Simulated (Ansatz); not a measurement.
# Pb: equation of state with rPW86-PBE+rVV10

Crystal: Pb.

```
Pb
1.0
     0.00000    2.47502    2.47502
     2.47502    0.00000    2.47502
     2.47502    2.47502    0.00000
Pb
1
Direct
  0.00000 0.00000 0.00000
```

| Item | Value |
| --- | --- |
| Program | Ansatz 0.2.0 |
| Task | equation of state |
| Functional | rPW86-PBE |
| Dispersion | rVV10 |
| Potentials or basis | Ansatz PAW |
| Cutoff | 420 eV |
| Density cutoff | 2100 eV |
| k mesh | 9 × 9 × 9 |
| Occupations | fermi-dirac, width 0.05 eV |
| Spin | no spin polarisation |

```json
{
  "Equilibrium volume": "32.31 Å³/atom (rough: see the caveat)",
  "Bulk modulus": "41 GPa (rough)"
}
```

Energy against volume, from the lowest point:
```csv
volume (Å³/atom),energy (meV/atom)
28.503,73.96
29.110,50.02
29.716,31.42
30.323,17.63
30.929,8.13
31.535,2.37
32.142,0.00
```

All runs of the series together: 6.2 s on 2 threads of Arm Neoverse V2 (shared host).

Caveat: the potentials were made for another functional, which shifts forces and pressure; the minimum lies outside the volumes run. Spin-orbit coupling is left out, which matters for the levels of Pb.
